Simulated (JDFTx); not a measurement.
## Sb under changes of volume

One of the cells (26.666 Å³/atom); the others are scaled copies at fixed shape and fractional positions:

```
Sb
1.0
     0.00000    2.37124    2.37124
     2.37124    0.00000    2.37124
     2.37124    2.37124    0.00000
Sb
1
Direct
  0.00000 0.00000 0.00000
```

This isn't the form of Sb at room conditions, which is rhombohedral.

```yaml
Program: JDFTx 1.7.0 (patched build)
Functional: PBEsol
Potentials_or_basis: PseudoDojo-SR-PBEsol-0.4.1-standard with smoothed tails
Cutoff: 1088 eV
Density_cutoff: 4354 eV
k_mesh: 10 × 10 × 10
Occupations: fermi-dirac, width 0.05 eV
Spin: no spin polarisation
```

```csv
volume (Å³/atom),energy over the lowest point (meV/atom),pressure (GPa)
25.066,10.03,2.9
25.599,2.69,1.4
26.133,0.00,0.0
26.666,1.46,-1.2
27.199,6.88,-2.4
27.733,?,?
28.266,28.76,-4.4
```

Task: What does the run at 27.733 Å³/atom give?

Result: Energy over the lowest point 16.09 meV/atom; pressure -3.4 GPa.

Worked out: A Birch-Murnaghan fit of order 3 (a polynomial in V^(-2/3)) to the other rows has its minimum at 26.21 Å³/atom with B0 = V·E''(V) = 62 GPa (rough, since the energies scatter). It gives 16.10 meV/atom at 27.733 Å³/atom, against the run's 16.09, and -dE/dV = -3.3 GPa, against -3.4.

Energies are extrapolated to zero smearing.
